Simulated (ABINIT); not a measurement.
AlN:

```
Al N
1.0
     3.11300    0.00000    0.00000
    -1.55650    2.69594    0.00000
     0.00000    0.00000    4.98100
Al N
2 2
Direct
  0.66667 0.33333 0.50000
  0.33333 0.66667 0.00000
  0.66667 0.33333 0.88000
  0.33333 0.66667 0.38000
```

Base run:

| Quantity | Value |
| --- | --- |
| Program | ABINIT 10.8.3 (patched build) |
| Functional | revPBE |
| Potentials or basis | JTH PAW PBE v2.0 |
| Cutoff | 844 eV |
| k mesh | 10 × 10 × 6 |
| Occupations | fermi-dirac, width 0.05 eV |
| Spin | no spin polarisation |

Its results: band gap on the k mesh 4.23 eV, direct; pressure 6.5 GPa; largest force 0.138 eV/Å.

The run is repeated on the same cell with these changes: functional from revPBE to LDA. What comes out?

Band gap on the k mesh 4.21 eV, direct; pressure -2.7 GPa; largest force 0.119 eV/Å.

LDA binds more tightly than revPBE, so the same cell stands under less pressure.

Caveats: the PAW data sets were made with another functional, which shifts forces and pressure a little.
